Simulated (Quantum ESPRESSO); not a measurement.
Write an ASE script for Quantum ESPRESSO 7.5 that does the following.

- Task: relaxation of cell and atoms
- Functional: PBE
- Dispersion: rVV10
- Potentials or basis: PseudoDojo 0.4.1 SR PBE standard
- Cutoff: 1143 eV
- Density cutoff: 4572 eV
- k mesh: 10 × 10 × 10
- Occupations: fermi-dirac, width 0.05 eV
- Spin: no spin polarisation
- ASE optimiser: FIRE
- rVV10 parameter b: 6.3
- Mixing beta: 0.5
- Most SCF iterations: 120
- SCF threshold: 4e-10 Ry

The structure of AlN lies in AlN.cif:

```cif
data_AlN
_cell_length_a 3.08863331
_cell_length_b 3.08863331
_cell_length_c 3.08863331
_cell_angle_alpha 60.00000000
_cell_angle_beta 60.00000000
_cell_angle_gamma 60.00000000
_space_group_name_H-M_alt 'P1'
_space_group_name_Hall 'P 1'
_space_group_IT_number 1
loop_
_space_group_symop_operation_xyz
'x,y,z'
loop_
_atom_site_label
_atom_site_type_symbol
_atom_site_symmetry_multiplicity
_atom_site_Wyckoff_symbol
_atom_site_fract_x
_atom_site_fract_y
_atom_site_fract_z
_atom_site_occupancy
Al1 Al 1 a 0.0000000000 0.0000000000 0.0000000000 1
N1 N 1 a 0.2500000000 0.2500000000 0.2500000000 1
```

Measurements of this composition are mostly on another form, of space group No. 186.

The input as run:

run.py

```python
import numpy as np
from ase.calculators.espresso import Espresso, EspressoProfile
from ase.io import read

atoms = read('AlN.cif')

input_data = {
    'control': {'calculation': 'scf', 'prefix': 'pwscf', 'outdir': './tmp', 'tprnfor': True, 'tstress': True, 'disk_io': 'low'},
    'system': {'ecutwfc': 84.0, 'nbnd': 9, 'input_dft': 'sla+pw+pbx+pbc+vv10', 'occupations': 'smearing', 'smearing': 'fd', 'degauss': 0.00367493},
    'electrons': {'conv_thr': 4e-10, 'electron_maxstep': 120, 'mixing_beta': 0.5},
}
pseudopotentials = {'N': 'N.upf', 'Al': 'Al.upf'}
profile = EspressoProfile(command='pw.x', pseudo_dir='pseudo')
dft = Espresso(profile=profile, input_data=input_data, pseudopotentials=pseudopotentials, kpts=(10, 10, 10), koffset=(0, 0, 0))
atoms.calc = dft

from ase.optimize import FIRE
from ase.filters import FrechetCellFilter
done = FIRE(FrechetCellFilter(atoms), trajectory='opt.traj').run(fmax=0.02, steps=30)
print('converged', done)
print('cell (A)', np.round(atoms.cell.cellpar(), 5))
print(f'energy {atoms.get_potential_energy():.8f} eV')
print('forces (eV/A)')
print(np.round(atoms.get_forces(), 6))
print('stress (eV/A^3, Voigt)')
print(np.round(atoms.get_stress(), 8))
print(f'Fermi level {dft.get_fermi_level():.4f} eV')
```

Potentials or basis: PseudoDojo 0.4.1 SR PBE standard.

Launch:

```console
$ OMP_NUM_THREADS=1 python run.py
```

It gave:

The relaxed volume is 10.58 Å³/atom. The relaxed cell is a = 3.105 Å, b = 3.105 Å, c = 3.105 Å, α = 60.00°, β = 60.00°, γ = 60.00° and the space group after relaxing (to 0.05 Å) is F-43m (No. 216). The energy gained by relaxing is 1.6 meV/atom, the ionic steps are 4 and the pressure after relaxing is 0.0 GPa. The band gap on the k mesh is 3.22 eV, indirect (least direct gap 3.97 eV).

Caveat: rVV10's parameter b was fitted to another functional.

Run time: 2.7 min on 1 thread of Arm Neoverse V1, on a shared host, peak memory 0.1 GiB.
